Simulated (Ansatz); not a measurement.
# Mo: a tetragonal deformation path

One table from this session's results is given with a row withheld; the runs are named, their logs left out.

The COD entry's cell or inner coordinates are ideal or old and differ from later refinements, so a difference from it is no clean test against experiment.

Program: Ansatz 0.2.0. Level of theory: DFT PBE, scalar-relativistic, plane waves, PAW. These are calculated values, not measurements.

**Starting point**

Symmetry: Im-3m, No. 229, cubic system. The conventional cell has a = 3.142 Å, b = 3.142 Å, c = 3.142 Å, α = 90.00°, β = 90.00°, γ = 90.00°. Mo (site symmetry m-3m) is surrounded by 8 Mo at 2.72 Å.

As a file:

```xyz
1
Lattice="-1.5710 1.5710 1.5710 1.5710 -1.5710 1.5710 1.5710 1.5710 -1.5710" Properties=species:S:1:pos:R:3 pbc="T T T"
Mo    0.0000    0.0000    0.0000
```

The cell is taken as given, not relaxed at this level.

**The reference cell**

The reference gives a free energy of -4956.0210 eV, pressure 4.85 GPa, largest force 0.000 eV/Å and gap on the mesh none (metal). It was computed beforehand with the settings of the runs below.

Set-up of the first run:

At fixed volume and fractional coordinates, lengths along (0.000, 0.000, 1.000) are scaled against those across it; ρ is that ratio over its starting value.

Input file input.yaml:

```yaml
crystal:
  lattice:
    - [-1.7634766507, 1.7634766507, 1.2467779921]
    - [1.7634766507, -1.7634766507, 1.2467779921]
    - [1.7634766507, 1.7634766507, -1.2467779921]
  atoms:
    - { symbol: Mo, position: [0.0, 0.0, 0.0] }
basis:
  ecutwfc: 420
kpoints:
  mp_grid: { grid: [24, 24, 24] }
hamiltonian:
  xc: pbe
scf:
  occupations: { method: gaussian, width: 0.15 }
output:
  forces: true
  stress: true
  eigenvalues: true
```

Started as:

```sh
$ ansatz run input.yaml --threads 1 --pin off --max-ram 2560MiB --backend cpu --events-out ev --progress --plain --runs-dir out
```

Steps of the session up to this table: ρ = 0.707; ρ = 1.414; At ρ = 0.850; At ρ = 1.200; At ρ = 0.780; ρ = 1.300; At ρ = 0.920; Point ρ = 1.100; ρ = 0.650; ρ = 1.500; Point ρ = 0.960; Point ρ = 1.050.

One table of the session follows, with a row left open; its other results are not shown here.

Collected from the runs (energy zero: the undisturbed cell):

| ρ | ΔE (meV/atom) | pressure (GPa) |
| --- | --- | --- |
| 0.650 | 910.3 | 26.1 |
| 0.707 | 622.7 | 18.1 |
| 0.780 | ? | ? |
| 0.850 | 239.4 | 7.9 |
| 0.920 | 70.7 | 5.8 |
| 0.960 | 16.9 | 5.1 |
| 1.000 | 0.0 | 4.8 |
| 1.050 | 23.3 | 5.2 |
| 1.100 | 85.4 | 5.9 |
| 1.200 | 256.4 | 7.9 |
| 1.300 | 380.9 | 8.5 |
| 1.414 | 429.6 | 8.5 |
| 1.500 | 411.4 | 8.6 |

Q: Estimate the row for ρ = 0.780 from the others.

Worked estimate for «ΔE (meV/atom)». A straight line through the neighbours (0.707, 622.7) and (0.850, 239.4) gives 622.7 + (239.4 − 622.7) × (0.780 − 0.707) / (0.850 − 0.707) = 427.0; a parabola fitted to 4 rows on both sides gives 399.1.

**Answer.** ΔE (meV/atom): 419.4; pressure (GPa): 11.7. In «ΔE (meV/atom)» the line misses by +7.6 and the parabola by -20.3.
